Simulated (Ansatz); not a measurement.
CoO:

```xyz
4
Lattice="3.1976 0.0000 0.0000 -1.5988 2.7692 0.0000 0.0000 0.0000 5.2287" Properties=species:S:1:pos:R:3 pbc="T T T"
Co    0.0000    1.8462    2.6319
Co    0.0000    0.0000    0.0182
O     0.0000    1.8462    4.5571
O     0.0000    0.0000    1.9430
```

Measurements of this composition are mostly on another form, of space group No. 225.

Alike in all runs: program Ansatz 0.2.0; functional PBEsol; potentials or basis Ansatz PAW; cutoff 420 eV (not typed: the program's choice for these potentials); k mesh 8 × 8 × 5; occupations fermi-dirac, width 0.05 eV.

The same cell was started in several ways:

| start | free energy over the lowest (meV/atom) | net moment (μB) | site or absolute moments (μB) | gap |
| --- | --- | --- | --- | --- |
| collinear spin, ferromagnetic start of up to 2.5 μB; fixed moment 5 | 12.7 | 5.00 | Co +2.03; O +0.25 | - |
| collinear spin, ferromagnetic start of up to 1 μB; fixed moment 2 | 135.0 | 2.00 | Co +0.86; O +0.06 | - |
| collinear spin, ferromagnetic start of up to 0.5 μB; fixed moment 1 | 162.7 | 1.00 | Co +0.44; O +0.02 | - |
| collinear spin, program default start; fixed moment 0 | 171.4 | 0.00 | - | - |
| collinear spin, ferromagnetic start of up to 4 μB; fixed moment 8 | 1002.7 | 8.00 | Co +2.71; O +0.62 | - |
| collinear spin, ferromagnetic start of up to 1.5 μB; fixed moment 3 | 87.3 | 3.00 | Co +1.27, +1.28; O +0.10 | - |
| collinear spin, ferromagnetic start of up to 2 μB; fixed moment 4 | 44.3 | 4.00 | Co +1.66; O +0.17 | - |
| collinear spin, ferromagnetic start of up to 3 μB; fixed moment 6 | 0.0 | 6.00 | Co +2.37; O +0.35 | - |

All polarised runs hold their moment fixed, so the table maps the energy against it. A still lower state may exist.

Caveats: the total moment is fixed, so each spin has its own Fermi level; the magnetic or orbital state may not be the lowest (some runs).
